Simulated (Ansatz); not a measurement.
Bulk crystal (Bi2Te3) after relaxation:

```cif
data_structure
_symmetry_space_group_name_H-M 'P 1'
_symmetry_Int_Tables_number 1
_cell_length_a 10.4194
_cell_length_b 10.4194
_cell_length_c 10.4194
_cell_angle_alpha 24.271
_cell_angle_beta 24.271
_cell_angle_gamma 24.271
_cell_volume 168.00
loop_
_atom_site_label
_atom_site_type_symbol
_atom_site_fract_x
_atom_site_fract_y
_atom_site_fract_z
_atom_site_occupancy
Bi1 Bi 0.39983 0.39983 0.39983 1
Bi2 Bi 0.60017 0.60017 0.60017 1
Te1 Te 0.00000 0.00000 0.00000 1
Te2 Te 0.21001 0.21001 0.21001 1
Te3 Te 0.78999 0.78999 0.78999 1
```

Miller indices refer to the conventional cell of R-3m (No. 166), a = 4.381 Å, b = 4.381 Å, c = 30.323 Å, α = 90.00°, β = 90.00°, γ = 120.00°. The bulk's gap is 0.22 eV.

The (001) slab of 10 planes, 17.6 Å thick with 15 Å of vacuum as cut; outer planes Te (top) and Te (bottom).

Level of theory: DFT PBEsol, scalar-relativistic, plane waves, PAW in Ansatz 0.2.0. Cutoff 420 eV; k points 9×9×1 on the computed 10-atom cell (Γ-centred); Gaussian smearing, width 0.05 eV; no spin polarisation. A dipole correction removes the field between periodic images along c.

The surface energy is small: either the cut is weakly bound (this functional has no dispersion correction), or the bulk reference is not the lowest structure.

Results for the relaxed slab:

- Surface energy (mean of both faces): 0.09 J/m²
- Gap of the slab on the mesh: 0.51 eV

Relaxation lowers the energy by 0.002 J/m² a face; the largest move is 0.024 Å.

| plane (bottom to top) | atoms | spacing to next, bulk (Å) | relaxed (Å) | change (%) |
| --- | --- | --- | --- | --- |
| 1 | Te | 1.723 | 1.698 | -1.5 |
| 2 | Bi | 2.016 | 2.018 | +0.1 |
| 3 | Te | 2.016 | 2.016 | 0.0 |
| 4 | Bi | 1.723 | 1.724 | 0.0 |
| 5 | Te | 2.628 | 2.627 | 0.0 |
| 6 | Te | 1.723 | 1.724 | 0.0 |
| 7 | Bi | 2.016 | 2.016 | 0.0 |
| 8 | Te | 2.016 | 2.019 | +0.1 |
| 9 | Bi | 1.723 | 1.698 | -1.5 |
| 10 | Te |  |  |  |

Spin-orbit coupling is left out, which matters for the bands of heavy elements. An odd mesh misses points on the zone edge, so a gap read on it can be too wide. Gaps are read on the k points sampled, so a band crossing between them can be missed.